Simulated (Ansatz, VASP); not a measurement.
# One calculation of Cs, two programs

File INCAR:

```
ALGO = Normal
EDIFF = 1E-6
ENCUT = 520
GGA = RP
ISIF = 2
ISMEAR = -1
LASPH = True
LCHARG = False
LREAL = False
LWAVE = False
NBANDS = 10
NELM = 80
PREC = Accurate
SIGMA = 0.1
```

File KPOINTS:

```
k-points
0
Gamma
  8 8 8
```

Contents of POSCAR:

```
Cs
1.0
    0.0000000000      3.9207475161      3.9207475161
    3.9207475161      0.0000000000      3.9207475161
    3.9207475161      3.9207475161      0.0000000000
Cs
1
Direct
    0.0000000000      0.0000000000      0.0000000000
```

Input for Ansatz:

```yaml
crystal:
  lattice:
    - [0.0, 3.9207475161, 3.9207475161]
    - [3.9207475161, 0.0, 3.9207475161]
    - [3.9207475161, 3.9207475161, 0.0]
  atoms:
    - { symbol: Cs, position: [0.0, 0.0, 0.0] }
hamiltonian:
  xc: rpbe
  pseudopotentials:
    kind: paw
    azcp:
      Cs: "pseudopotentials/Cs.paw.azcp"
basis:
  ecutwfc: 420
  fft_grid_basis: typed
kpoints:
  mp_grid: { grid: [8, 8, 8], shift: [0, 0, 0] }
magnetization:
  spin_polarized: false
scf:
  occupations: { method: fermi_dirac, width: 0.1 }
  lower_state_search: "off"
output:
  stress: true
```

Alike in both runs: task single point; functional RPBE; k mesh 8 × 8 × 8; occupations fermi-dirac, width 0.1 eV; no spin polarisation.

|  | VASP | Ansatz |
| --- | --- | --- |
| version | VASP 6.6.1 | Ansatz 0.2.0 |
| potentials or method | VASP PAW PBE potentials, release 64 (Cs_sv) | plane waves (420 eV) with PAW, scalar-relativistic |
| plane-wave cutoff (eV) | 520 | 420 |
| valence electrons in the cell | 9 | 9 |

|  | VASP | Ansatz | Ansatz less VASP |
| --- | --- | --- | --- |
| pressure (GPa) | 0.2 | 0.2 | 0.00 |

Caveats: the PAW data sets were made with another functional, which shifts forces and pressure a little (VASP). Spin-orbit coupling is left out, which matters for the levels of Cs.
